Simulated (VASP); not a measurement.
**C: relaxation of cell and atoms with PBE**

Crystal: C.

```xyz
2
Lattice="0.0000 1.7867 1.7867 1.7867 0.0000 1.7867 1.7867 1.7867 0.0000" Properties=species:S:1:pos:R:3 pbc="T T T"
C     0.0000    0.0000    0.0000
C     0.8934    0.8934    0.8934
```

This isn't the form of C at room conditions, which is graphite.

```json
{
  "Program": "VASP 6.6.1",
  "Task": "relaxation of cell and atoms",
  "Functional": "PBE",
  "Potentials or basis": "VASP PAW PBE potentials, release 64 (C)",
  "Cutoff": "520 eV",
  "k mesh": "14 × 14 × 14",
  "Occupations": "gaussian, width 0.02 eV",
  "Spin": "no spin polarisation",
  "Further INCAR settings": "ALGO = Normal; EDIFF = 1e-07; IBRION = 2; EDIFFG = -0.002; NSW = 80; ISIF = 3"
}
```

The pressure after relaxing is 0.0 GPa and the band gap on the k mesh is 4.12 eV, indirect (least direct gap 5.57 eV).

Final structure:
```xyz
2
Lattice="0.0000 1.7867 1.7867 1.7867 0.0000 1.7867 1.7867 1.7867 0.0000" Properties=species:S:1:pos:R:3 pbc="T T T"
C     0.0000    0.0000    0.0000
C     0.8934    0.8934    0.8934
```

Levels at points of the mesh, in eV from the valence-band top:
```
           k point  band 2  band 3  band 4  band 5  band 6  band 7
(0.00, 0.00, 0.00)    0.00    0.00    0.00    5.57    5.57    5.57
(0.50, 0.00, 0.00)  -13.31   -2.79   -2.79    8.44    8.44    8.77
(0.50, 0.50, 0.00)  -12.72   -6.26   -6.26    4.75    4.75   16.72
```

It took 3.7 s on 4 MPI ranks on Intel(R) Xeon(R) Platinum 8259CL CPU @ 2.50GHz (Skylake/Cascade Lake), on a shared host, peak memory 0.11 GiB a rank.

Caveat: the relaxation stopped at its first step, so nothing moved. A k mesh can miss the band edges.
